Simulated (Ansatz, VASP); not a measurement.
**One calculation of Re, two programs**

Contents of INCAR:

```
SYSTEM = Re
  PREC = Accurate
  ENCUT = 520
  EDIFF = 1E-6
  ISMEAR = -1
  SIGMA = 0.05
  LREAL = .False.
  LASPH = .True.
  NELM = 100
  ALGO = Normal
  ISIF = 2
  LWAVE = .False.
  LCHARG = .False.
  GGA = PE
  NBANDS = 10
```

Contents of KPOINTS:

```
Automatic mesh
0
Gamma
  15 15 15
  0 0 0
```

Contents of POSCAR:

```
Re
1.0
   -1.5570251254      1.5570251254      1.5570251254
    1.5570251254     -1.5570251254      1.5570251254
    1.5570251254      1.5570251254     -1.5570251254
Re
1
Direct
    0.0000000000      0.0000000000      0.0000000000
```

Input for Ansatz:

```yaml
crystal:
  lattice:
    - [-1.5570251254, 1.5570251254, 1.5570251254]
    - [1.5570251254, -1.5570251254, 1.5570251254]
    - [1.5570251254, 1.5570251254, -1.5570251254]
  atoms:
    - { symbol: Re, position: [0.0, 0.0, 0.0] }
kpoints:
  mp_grid: { grid: [15, 15, 15] }
  band_path:
    path:
      - [0.0, 0.0, 0.0]
      - [0.5, -0.5, 0.5]
      - [0.0, 0.0, 0.5]
      - [0.0, 0.0, 0.0]
      - [0.25, 0.25, 0.25]
      - [0.5, -0.5, 0.5]
      - [0.25, 0.25, 0.25]
      - [0.0, 0.0, 0.5]
    npoints: 8
scf:
  occupations: { method: fermi_dirac, width: 0.05 }
hamiltonian:
  xc: pbe
  pseudopotentials: { kind: all_electron, lapw: { basis_error: 0.00025 } }
output:
  forces: true
  stress: true
  eigenvalues: true
  fatbands: true
  populations: true
  dos: { projected: true, de: 0.2, e_range: [-14, 8] }
```

This isn't the form of Re at room conditions, which is hcp.

Alike in both runs: task single point; functional PBE; k mesh 15 × 15 × 15; occupations fermi-dirac, width 0.05 eV; no spin polarisation.

```csv
,VASP,Ansatz
version,VASP 6.6.1,Ansatz 0.2.0
potentials or method,"VASP PAW PBE potentials, release 64 (Re)","all-electron LAPW, scalar-relativistic"
plane-wave cutoff (eV),520,see its input
```

Ansatz gave:

| Quantity | Value |
| --- | --- |
| pressure (GPa) | 0.1 |

Q: What did VASP give for the same quantities?

A: Pressure (GPa): -0.5.

Ansatz ran all-electron here, so the differences hold the error of VASP's frozen core and of both bases.

Spin-orbit coupling is left out, which matters for the levels of Re.
